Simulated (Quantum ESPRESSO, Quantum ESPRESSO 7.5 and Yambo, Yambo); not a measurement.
# Quasiparticle gap of Sb (buckled honeycomb monolayer) in Yambo

Wanted: ground state, empty states, screening and self-energy for Sb (buckled honeycomb monolayer).

Program: Quantum ESPRESSO 7.5 and Yambo 5.3.0. Level of theory: PBE and many-body steps on it, plane waves. Results are calculated unless marked as measured.

**The experiments to reproduce.**

- Gap 2.21 eV: optical gap from PL emission peak; photoluminescence, 355 nm excitation; monolayer (antimonene on antimony oxide after hydrogen reduction) (“Ultrathin high-κ antimony oxide single crystals”, 2020, pmc:7237679).

**1. Starting point**

The cell holds 2 atoms: 2 Sb. Cell: a = 4.127 Å, b = 4.127 Å, c = 14.000 Å, α = 90.0°, β = 90.0°, γ = 120.0°. Vacuum lies along c.

The structure was relaxed with PBE. The runs that relaxed it are not among those shown. Spin-orbit coupling is left out unless a step names it.

**2. Ground state**

This step: Quantum ESPRESSO 7.5; DFT, PBE, plane waves, norm-conserving pseudopotentials.

The ground-state density comes first.

The input, pw.in:

```
&control
  calculation = 'scf'
  prefix = 'x'
  outdir = 'o'
  pseudo_dir = 'pseudo'
/
&system
  ibrav = 0
  nat = 2
  ntyp = 1
  ecutwfc = 88.0
  nbnd = 28
  force_symmorphic = .true.
/
&electrons
  conv_thr = 1e-10
  electron_maxstep = 80
  mixing_beta = 0.5
/
ATOMIC_SPECIES
  Sb 121.76 Sb.upf
CELL_PARAMETERS angstrom
  4.1272254436 0.0000000001 0.0000000000
  -2.0636127219 3.5742820813 0.0000000000
  0.0000000000 0.0000000000 14.0000000000
ATOMIC_POSITIONS crystal
  Sb 0.3333333333 0.6666666667 0.4415848827
  Sb 0.6666666667 0.3333333333 0.5584151173
K_POINTS automatic
  9 9 1 0 0 0
```

Launch:

```
$ OMP_NUM_THREADS=1 mpirun -n 4 pw.x -nk 4 -in pw.in > pw.out
```

Output:

```text
Program PWSCF v.7.5 starts

     This program is part of the open-source Quantum ESPRESSO suite
     for quantum simulation of materials; please cite
         "P. Giannozzi et al., J. Phys.:Condens. Matter 21 395502 (2009);
         "P. Giannozzi et al., J. Phys.:Condens. Matter 29 465901 (2017);
         "P. Giannozzi et al., J. Chem. Phys. 152 154105 (2020);
     in publications or presentations arising from this work. More details at
     Message from routine setup:
     using ibrav=0 with symmetry is DISCOURAGED, use correct ibrav instead

     G-vector sticks info

     bravais-lattice index     =            0
     lattice parameter (alat)  =       7.7993  a.u.
     unit-cell volume          =    1393.7076 (a.u.)^3
     number of atoms/cell      =            2
     number of atomic types    =            1
     number of electrons       =        46.00
     number of Kohn-Sham states=           28
     kinetic-energy cutoff     =      88.0000  Ry
     charge density cutoff     =     352.0000  Ry
     scf convergence threshold =      1.0E-10
     mixing beta               =       0.5000
     number of iterations used =            8  plain     mixing
     Exchange-correlation= PBE
                           (   1   4   3   4   0   0   0)

     celldm(1)=   7.799326  celldm(2)=   0.000000  celldm(3)=   0.000000
     celldm(4)=   0.000000  celldm(5)=   0.000000  celldm(6)=   0.000000

     crystal axes: (cart. coord. in units of alat)
               a(1) = (   1.000000   0.000000   0.000000 )
               a(2) = (  -0.500000   0.866025   0.000000 )
               a(3) = (   0.000000   0.000000   3.392109 )

     reciprocal axes: (cart. coord. in units 2 pi/alat)
               b(1) = (  1.000000  0.577350 -0.000000 )
               b(2) = ( -0.000000  1.154701  0.000000 )
               b(3) = (  0.000000 -0.000000  0.294802 )
     Pseudo is Norm-conserving + core correction, Zval = 23.0
     Generated using ONCVPSP code by D. R. Hamann
     Using radial grid of 1434 points,  6 beta functions with:
     Sb               23.00   121.76000     Sb( 1.00)

     12 Sym. Ops., with inversion, found

   Cartesian axes

     site n.     atom                  positions (alat units)
         1        Sb     tau(   1) = (  -0.0000000   0.5773503   1.4979042  )
         2        Sb     tau(   2) = (   0.5000000   0.2886751   1.8942051  )

     number of k points=    12
                       cart. coord. in units 2pi/alat
        k(    1) = (   0.0000000   0.0000000   0.0000000), wk =   0.0246914
        k(    2) = (  -0.0000000   0.1283001   0.0000000), wk =   0.1481481
        k(    3) = (  -0.0000000   0.2566001   0.0000000), wk =   0.1481481
        k(    4) = (  -0.0000000   0.3849002   0.0000000), wk =   0.1481481
        k(    5) = (  -0.0000000   0.5132002   0.0000000), wk =   0.1481481
        k(    6) = (   0.1111111   0.1924501   0.0000000), wk =   0.1481481
        k(    7) = (   0.1111111   0.3207501   0.0000000), wk =   0.2962963
        k(    8) = (   0.1111111   0.4490502   0.0000000), wk =   0.2962963
        k(    9) = (   0.1111111   0.5773503   0.0000000), wk =   0.1481481
        k(   10) = (   0.2222222   0.3849002   0.0000000), wk =   0.1481481
        k(   11) = (   0.2222222   0.5132002   0.0000000), wk =   0.2962963
        k(   12) = (   0.3333333   0.5773503   0.0000000), wk =   0.0493827

     Dense  grid:   155503 G-vectors     FFT dimensions: (  48,  48, 160)

     Initial potential from superposition of free atoms

     starting charge      45.9989, renormalised to      46.0000
     Starting wfcs are   26 randomized atomic wfcs +    2 random wfcs

     per-process dynamical memory:   109.3 Mb

     Self-consistent Calculation

     iteration #  1     ecut=    88.00 Ry     beta= 0.50

     Threshold (ethr) on eigenvalues was too large:
     Diagonalizing with lowered threshold

     total energy              =   -1011.82016362 Ry
     estimated scf accuracy    <       0.01749720 Ry

     iteration #  2     ecut=    88.00 Ry     beta= 0.50

     total energy              =   -1011.82050364 Ry
     estimated scf accuracy    <       0.00310109 Ry

     iteration #  3     ecut=    88.00 Ry     beta= 0.50

     total energy              =   -1011.82066660 Ry
     estimated scf accuracy    <       0.00009403 Ry

     iteration #  4     ecut=    88.00 Ry     beta= 0.50

     total energy              =   -1011.82067334 Ry
     estimated scf accuracy    <       0.00001030 Ry

     iteration #  5     ecut=    88.00 Ry     beta= 0.50

     total energy              =   -1011.82067471 Ry
     estimated scf accuracy    <       0.00000035 Ry

     iteration #  6     ecut=    88.00 Ry     beta= 0.50

     total energy              =   -1011.82067478 Ry
     estimated scf accuracy    <       0.00000003 Ry

     iteration #  7     ecut=    88.00 Ry     beta= 0.50

     total energy              =   -1011.82067479 Ry
     estimated scf accuracy    <          2.5E-09 Ry

     iteration #  8     ecut=    88.00 Ry     beta= 0.50

     total energy              =   -1011.82067479 Ry
     estimated scf accuracy    <          1.3E-10 Ry

     iteration #  9     ecut=    88.00 Ry     beta= 0.50

     End of self-consistent calculation

          k = 0.0000 0.0000 0.0000 ( 19441 PWs)   bands (ev):

  -143.8142-143.8134 -96.7853 -96.7853 -96.7813 -96.7813 -96.7396 -96.7360
   -28.6434 -28.6434 -28.5729 -28.5729 -28.5295 -28.4680 -28.4680 -28.4333
   -28.3899 -28.3899 -11.3111  -6.3831  -0.6593  -0.0917  -0.0917   1.4860
     2.6985   2.6985   4.3309   4.4300

          k =-0.0000 0.1283 0.0000 ( 19450 PWs)   bands (ev):

  -143.8141-143.8135 -96.7853 -96.7852 -96.7814 -96.7812 -96.7395 -96.7361
   -28.6426 -28.6373 -28.5720 -28.5690 -28.5279 -28.4707 -28.4683 -28.4350
   -28.3970 -28.3903 -11.1810  -6.3845  -1.1614  -0.6096  -0.3705   1.9867
     2.7480   2.9630   4.4764   4.6067

          k =-0.0000 0.2566 0.0000 ( 19454 PWs)   bands (ev):

  -143.8141-143.8135 -96.7854 -96.7850 -96.7817 -96.7812 -96.7392 -96.7363
   -28.6405 -28.6202 -28.5699 -28.5583 -28.5226 -28.4786 -28.4696 -28.4403
   -28.4157 -28.3914 -10.7993  -6.4969  -2.4378  -0.8989  -0.5788   1.3970
     3.3449   3.4029   4.8167   4.9941

          k =-0.0000 0.3849 0.0000 ( 19432 PWs)   bands (ev):

     [... further k-points ...]

     highest occupied, lowest unoccupied level (ev):    -0.0917    1.2218

!    total energy              =   -1011.82067479 Ry
     estimated scf accuracy    <          6.8E-12 Ry

     The total energy is the sum of the following terms:
     one-electron contribution =   -2035.62273856 Ry
     hartree contribution      =     986.05094732 Ry
     xc contribution           =    -138.57175214 Ry
     ewald contribution        =     176.32286859 Ry

     convergence has been achieved in   9 iterations

     XML data file, charge density, pseudopotentials, collected wavefunctions

=------------------------------------------------------------------------------=
   JOB DONE.
=------------------------------------------------------------------------------=
```

Elapsed: 21 s, on 4 MPI ranks of Arm Neoverse V2, shared host; peak memory 0.73 GiB.

This step gave:

```yaml
total_energy: -13766.5216 eV
gap: 1.314 eV
k_of_the_valence_top: 0, 0, 0
k_of_the_conduction_bottom: 0, 0.3333, 0
least_direct_gap: 1.578 eV
```

The gap is indirect, with the least direct gap 0.26 eV higher.

**3. Bands along the symmetry lines**

The cheap functional maps the bands first; the places of the edges decide which points the dearer methods must see.

The input, pw.in:

```
&control
  calculation = 'bands'
  prefix = 'x'
  outdir = 'o'
  pseudo_dir = 'pseudo'
/
&system
  ibrav = 0
  nat = 2
  ntyp = 1
  ecutwfc = 88.0
  nbnd = 29
  force_symmorphic = .true.
/
&electrons
  conv_thr = 1e-9
  electron_maxstep = 80
  diago_full_acc = .true.
  diago_thr_init = 5e-6
/
ATOMIC_SPECIES
  Sb 121.76 Sb.upf
CELL_PARAMETERS angstrom
  4.1272254436 0.0000000001 0.0000000000
  -2.0636127219 3.5742820813 0.0000000000
  0.0000000000 0.0000000000 14.0000000000
ATOMIC_POSITIONS crystal
  Sb 0.3333333333 0.6666666667 0.4415848827
  Sb 0.6666666667 0.3333333333 0.5584151173
K_POINTS crystal
  25
  0.00000000 0.00000000 0.00000000 1
  0.06250000 0.00000000 0.00000000 1
  0.12500000 0.00000000 0.00000000 1
  0.18750000 0.00000000 0.00000000 1
  0.25000000 0.00000000 0.00000000 1
  0.31250000 0.00000000 0.00000000 1
  0.37500000 0.00000000 0.00000000 1
  0.43750000 0.00000000 0.00000000 1
  0.50000000 0.00000000 0.00000000 1
  0.47916667 0.04166667 0.00000000 1
  0.45833333 0.08333333 0.00000000 1
  0.43750000 0.12500000 0.00000000 1
  0.41666666 0.16666666 0.00000000 1
  0.39583333 0.20833333 0.00000000 1
  0.37500000 0.25000000 0.00000000 1
  0.35416666 0.29166666 0.00000000 1
  0.33333333 0.33333333 0.00000000 1
  0.29166666 0.29166666 0.00000000 1
  0.25000000 0.25000000 0.00000000 1
  0.20833333 0.20833333 0.00000000 1
  0.16666666 0.16666666 0.00000000 1
  0.12500000 0.12500000 0.00000000 1
  0.08333333 0.08333333 0.00000000 1
  0.04166667 0.04166667 0.00000000 1
  0.00000000 0.00000000 0.00000000 1
```

Output:

```text
[banner, memory and clock lines left out]
Program PWSCF v.7.5 starts

     Atomic positions and unit cell read from directory:
     o/x.save/

     Message from routine setup:
     using ibrav=0 with symmetry is DISCOURAGED, use correct ibrav instead

     G-vector sticks info

     bravais-lattice index     =            0
     lattice parameter (alat)  =       7.7993  a.u.
     unit-cell volume          =    1393.7076 (a.u.)^3
     number of atoms/cell      =            2
     number of atomic types    =            1
     number of electrons       =        46.00
     number of Kohn-Sham states=           29
     kinetic-energy cutoff     =      88.0000  Ry
     charge density cutoff     =     352.0000  Ry
     Exchange-correlation= PBE
                           (   1   4   3   4   0   0   0)

     celldm(1)=   7.799326  celldm(2)=   0.000000  celldm(3)=   0.000000
     celldm(4)=   0.000000  celldm(5)=   0.000000  celldm(6)=   0.000000

     crystal axes: (cart. coord. in units of alat)
               a(1) = (   1.000000   0.000000   0.000000 )
               a(2) = (  -0.500000   0.866025   0.000000 )
               a(3) = (   0.000000   0.000000   3.392109 )

     reciprocal axes: (cart. coord. in units 2 pi/alat)
               b(1) = (  1.000000  0.577350 -0.000000 )
               b(2) = ( -0.000000  1.154701  0.000000 )
               b(3) = (  0.000000 -0.000000  0.294802 )
     Pseudo is Norm-conserving + core correction, Zval = 23.0
     Generated using ONCVPSP code by D. R. Hamann
     Using radial grid of 1434 points,  6 beta functions with:
     Sb               23.00   121.76000     Sb( 1.00)

     12 Sym. Ops., with inversion, found

   Cartesian axes

     site n.     atom                  positions (alat units)
         1        Sb     tau(   1) = (  -0.0000000   0.5773503   1.4979042  )
         2        Sb     tau(   2) = (   0.5000000   0.2886751   1.8942051  )

     number of k points=    25
                       cart. coord. in units 2pi/alat
        k(    1) = (   0.0000000   0.0000000   0.0000000), wk =   0.0800000
        k(    2) = (   0.0625000   0.0360844   0.0000000), wk =   0.0800000
        k(    3) = (   0.1250000   0.0721688   0.0000000), wk =   0.0800000
[...]
[... 13 further rows ...]
        k(   24) = (   0.0416667   0.0721688   0.0000000), wk =   0.0800000
        k(   25) = (   0.0000000   0.0000000   0.0000000), wk =   0.0800000

     Dense  grid:   155503 G-vectors     FFT dimensions: (  48,  48, 160)

     The potential is recalculated from file :
     o/x.save/charge-density

     Starting wfcs are   26 randomized atomic wfcs +    3 random wfcs

     Band Structure Calculation

     End of band structure calculation

          k = 0.0000 0.0000 0.0000 ( 19441 PWs)   bands (ev):

  -143.8141-143.8134 -96.7852 -96.7852 -96.7813 -96.7813 -96.7396 -96.7360
   -28.6434 -28.6434 -28.5729 -28.5729 -28.5295 -28.4680 -28.4680 -28.4333
   -28.3899 -28.3899 -11.3111  -6.3830  -0.6593  -0.0916  -0.0916   1.4860
     2.6985   2.6985   4.3309   4.4300   6.3187

          k = 0.0625 0.0361 0.0000 ( 19449 PWs)   bands (ev):

  -143.8141-143.8134 -96.7853 -96.7852 -96.7813 -96.7812 -96.7396 -96.7360
   -28.6432 -28.6414 -28.5726 -28.5716 -28.5290 -28.4690 -28.4681 -28.4338
[...]
2.6064   2.7943   4.3804   4.4867   6.3848

          k = 0.1250 0.0722 0.0000 ( 19442 PWs)   bands (ev):

  -143.8141-143.8134 -96.7853 -96.7852 -96.7814 -96.7812 -96.7395 -96.7361
[...]
2.8606   3.0172   4.5110   4.6514   6.3343

[...]
k = 0.0417 0.0722 0.0000 ( 19453 PWs)   bands (ev):

  -143.8141-143.8134 -96.7853 -96.7852 -96.7813 -96.7812 -96.7396 -96.7360
[...]
2.5487   2.8511   4.3962   4.5054   6.3945

          k = 0.0000 0.0000 0.0000 ( 19441 PWs)   bands (ev):

  -143.8141-143.8134 -96.7852 -96.7852 -96.7813 -96.7813 -96.7396 -96.7360
   -28.6434 -28.6434 -28.5729 -28.5729 -28.5295 -28.4680 -28.4680 -28.4333
   -28.3899 -28.3899 -11.3111  -6.3830  -0.6593  -0.0916  -0.0916   1.4860
     2.6985   2.6985   4.3309   4.4300   6.3187

     XML data file, pseudopotentials, collected wavefunctions
```

Run time: 12 s. Hardware: 4 MPI ranks; peak memory 0.56 GiB; 49 s of CPU time.

Numbers from this step:

```yaml
gap: 1.297 eV
k_of_the_valence_top: 0, 0, 0
k_of_the_conduction_bottom: 0.3125, 0, 0
least_direct_gap: 1.578 eV
```

The gap is 1.297 eV, −0.017 eV from the run before at this level.

Electronic bands along the path, in eV, zero at the top of the highest filled band:

| point | band 20 | band 21 | band 22 | band 23 | band 24 | band 25 | band 26 | band 27 |
| --- | --- | --- | --- | --- | --- | --- | --- | --- |
| Γ | -6.29 | -0.57 | 0.00 | 0.00 | 1.58 | 2.79 | 2.79 | 4.42 |
| halfway | -6.48 | -2.58 | -0.93 | -0.52 | 1.38 | 3.47 | 3.49 | 5.03 |
| M | -7.75 | -2.91 | -1.53 | -1.44 | 1.66 | 2.48 | 3.56 | 5.12 |
| halfway | -7.88 | -3.08 | -2.06 | -1.44 | 2.08 | 2.94 | 3.29 | 5.54 |
| K | -8.44 | -3.47 | -1.77 | -1.77 | 1.55 | 3.60 | 3.60 | 6.64 |
| halfway | -6.61 | -2.59 | -1.82 | -0.51 | 2.21 | 2.74 | 3.76 | 5.24 |
| Γ | -6.29 | -0.57 | 0.00 | 0.00 | 1.58 | 2.79 | 2.79 | 4.42 |

The electronic bands as a text plot (rows in eV, shown from -8.0 to 4.5 only):

```
    4.3 |++++                                                ++++
    3.7 |         ++++++++++++++      ++++++++++++++++++++
    3.2 |    ++++++++++         +++++++    +++            +++
    2.7 |++++++        +++++++++ +++          +++++++++++++++++++
    2.2 | +++++                 ++++          ++++++++++++++++++
    1.7 |+     +++     +++++++++    ++++++++++                  +
    1.1 |         +++++
    0.6 |
    0.1 |****                                                ****
   -0.4 |************                               *************
   -1.0 |         ********                    ******   ***
   -1.5 |    **        ******************  ***            ***
   -2.0 |      ***              **************      ******
   -2.5 |         ***                         *********
   -3.0 |            *****************        ***
   -3.6 |                             ********
   -4.1 |
   -4.6 |
   -5.1 |
   -5.7 |
   -6.2 |*********                                     **********
   -6.7 |         *****                             ***
   -7.2 |              ***                       ***
   -7.7 |                 ************     ******
         Γ                   M           K                      Γ
```

[end of part 1 of 3]

[Paths, hosts, dates, memory and timing lines, banners, echoed tables and standing remarks are left out of the program output.]

[Logs are printed without paths, hosts, clocks, repeated set-up lines and the standing remarks that a program may print on its own settings, such as how far it seeks lower states.]

[Runs of the session that timed out or met a known fault of the program may be left out.]

[Hosts, paths, dates, database ids (printed as entryN), source tags and the programs' standing remarks are cut or masked in the printed files.]
